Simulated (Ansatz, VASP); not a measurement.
## Two plane-wave programs on Ir

The input INCAR:

```
  PREC = Accurate
  ENCUT = 520
  EDIFF = 1E-6
  ISMEAR = -1
  SIGMA = 0.1
  LREAL = False
  LASPH = True
  NELM = 100
  ALGO = Normal
  ISIF = 2
  LWAVE = False
  LCHARG = False
  GGA = B5
  ALDAX = 1.0
  AGGAX = 1.0
  AGGAC = 1.0
  ALDAC = 0.0
  NBANDS = 10
```

Contents of KPOINTS:

```
Automatic mesh
0
Gamma
  22 22 22
```

File POSCAR:

```
Ir
1.0
    0.0000000000      2.0446404034      2.0446404034
    2.0446404034      0.0000000000      2.0446404034
    2.0446404034      2.0446404034      0.0000000000
Ir
1
Direct
    0.0000000000      0.0000000000      0.0000000000
```

Input for Ansatz:

```yaml
crystal:
  lattice:
    - [0.0, 2.0446404034, 2.0446404034]
    - [2.0446404034, 0.0, 2.0446404034]
    - [2.0446404034, 2.0446404034, 0.0]
  atoms:
    - { symbol: Ir, position: [0.0, 0.0, 0.0] }
hamiltonian:
  xc: blyp
  pseudopotentials:
    kind: paw
    azcp:
      Ir: "pseudopotentials/Ir.paw.azcp"
basis:
  ecutwfc: 420
  fft_grid_basis: typed
kpoints:
  mp_grid: { grid: [22, 22, 22], shift: [0, 0, 0] }
magnetization:
  spin_polarized: false
scf:
  occupations: { method: fermi_dirac, width: 0.1 }
output:
  stress: true
```

Alike in both runs: task single point; functional BLYP; k mesh 22 × 22 × 22; occupations fermi-dirac, width 0.1 eV; no spin polarisation.

```csv
,VASP,Ansatz
version,VASP 6.6.1,Ansatz 0.2.0
potentials or method,"VASP PAW PBE potentials, release 64 (Ir)","plane waves (420 eV) with PAW, scalar-relativistic"
plane-wave cutoff (eV),520,420
valence electrons in the cell,9,17
```

|  | VASP | Ansatz | Ansatz less VASP |
| --- | --- | --- | --- |
| pressure (GPa) | -23.0 | -24.5 | -1.44 |

The functional is the same, so the differences come from potentials, cutoffs and numerics. The two sets of potentials don't hold the same shells in valence.

Caveats: so large a pressure means that the cell lies far from this level's equilibrium, or that cutoff or potentials fall short (VASP); the potentials were made for another functional, which shifts forces and pressure (VASP). Spin-orbit coupling is left out, which matters for the levels of Ir.
